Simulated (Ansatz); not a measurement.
# Ca7F16 (Fluorite): the cost of one run

Method: DFT, PBE, plane-wave PAW, default files, scalar-relativistic, in Ansatz 0.2.0.

**1. The system as given**

It takes space group Fm-3m (No. 225, cubic). Conventional cell: a = 10.924 Å, b = 10.924 Å, c = 10.924 Å, α = 90.00°, β = 90.00°, γ = 90.00°. Around Ca (site symmetry mmm) lie 8 F at 2.37 Å. Ca (site symmetry m-3m) has 8 F at 2.37 Å as nearest neighbours. F (site symmetry 3m) is surrounded by 3 Ca at 2.37 Å. Around F (site symmetry 3m) lie 4 Ca at 2.37 Å.

Structure file:

```
CELL_PARAMETERS angstrom
0.00000 5.46200 5.46200
5.46200 0.00000 5.46200
5.46200 5.46200 0.00000
ATOMIC_POSITIONS crystal
Ca 0.00000 0.00000 0.50000
Ca 0.00000 0.50000 0.00000
Ca 0.00000 0.50000 0.50000
Ca 0.50000 0.00000 0.00000
Ca 0.50000 0.00000 0.50000
Ca 0.50000 0.50000 0.00000
Ca 0.50000 0.50000 0.50000
F 0.12500 0.12500 0.12500
F 0.12500 0.12500 0.62500
F 0.12500 0.62500 0.12500
F 0.12500 0.62500 0.62500
F 0.62500 0.12500 0.12500
F 0.62500 0.12500 0.62500
F 0.62500 0.62500 0.12500
F 0.62500 0.62500 0.62500
F 0.37500 0.37500 0.37500
F 0.37500 0.37500 0.87500
F 0.37500 0.87500 0.37500
F 0.37500 0.87500 0.87500
F 0.87500 0.37500 0.37500
F 0.87500 0.37500 0.87500
F 0.87500 0.87500 0.37500
F 0.87500 0.87500 0.87500
```

The vacant site is at (0.000, 0.000, 0.000) in fractional coordinates of the input's cell.

**2. Single point at the given positions**

File input.yaml:

```yaml
crystal:
  lattice:
    - [0.0, 5.462, 5.462]
    - [5.462, 0.0, 5.462]
    - [5.462, 5.462, 0.0]
  atoms:
    - { symbol: Ca, position: [0.0, 0.0, 0.5] }
    - { symbol: Ca, position: [0.0, 0.5, 0.0] }
    - { symbol: Ca, position: [0.0, 0.5, 0.5] }
    - { symbol: Ca, position: [0.5, 0.0, 0.0] }
    - { symbol: Ca, position: [0.5, 0.0, 0.5] }
    - { symbol: Ca, position: [0.5, 0.5, 0.0] }
    - { symbol: Ca, position: [0.5, 0.5, 0.5] }
    - { symbol: F, position: [0.125, 0.125, 0.125], spin: 0.5 }
    - { symbol: F, position: [0.125, 0.125, 0.625], spin: 0.5 }
    - { symbol: F, position: [0.125, 0.625, 0.125], spin: 0.5 }
    - { symbol: F, position: [0.125, 0.625, 0.625] }
    - { symbol: F, position: [0.625, 0.125, 0.125], spin: 0.5 }
    - { symbol: F, position: [0.625, 0.125, 0.625] }
    - { symbol: F, position: [0.625, 0.625, 0.125] }
    - { symbol: F, position: [0.625, 0.625, 0.625] }
    - { symbol: F, position: [0.375, 0.375, 0.375] }
    - { symbol: F, position: [0.375, 0.375, 0.875] }
    - { symbol: F, position: [0.375, 0.875, 0.375] }
    - { symbol: F, position: [0.375, 0.875, 0.875], spin: 0.5 }
    - { symbol: F, position: [0.875, 0.375, 0.375] }
    - { symbol: F, position: [0.875, 0.375, 0.875], spin: 0.5 }
    - { symbol: F, position: [0.875, 0.875, 0.375], spin: 0.5 }
    - { symbol: F, position: [0.875, 0.875, 0.875], spin: 0.5 }
magnetization:
  spin_polarized: true
total_charge: -1
kpoints:
  mp_grid: { grid: [3, 3, 3] }
scf:
  occupations: { method: fermi_dirac, width: 0.01 }
hamiltonian:
  xc: pbe
  pseudopotentials: { kind: paw }
output:
  forces: true
  stress: true
  populations: true
  efg: { quadrupole_moments_barn: { Ca: -0.0408 }, contact_densities: true }
```

Run with:

```console
$ ansatz run input.yaml --threads 1 --pin off --max-ram 3072MiB --backend cpu --events-out ev --progress --plain --runs-dir out
```

What time and memory should one allow on 1 thread of Arm Neoverse V1, shared host?

About 57 s, with a peak of 0.81 GiB.
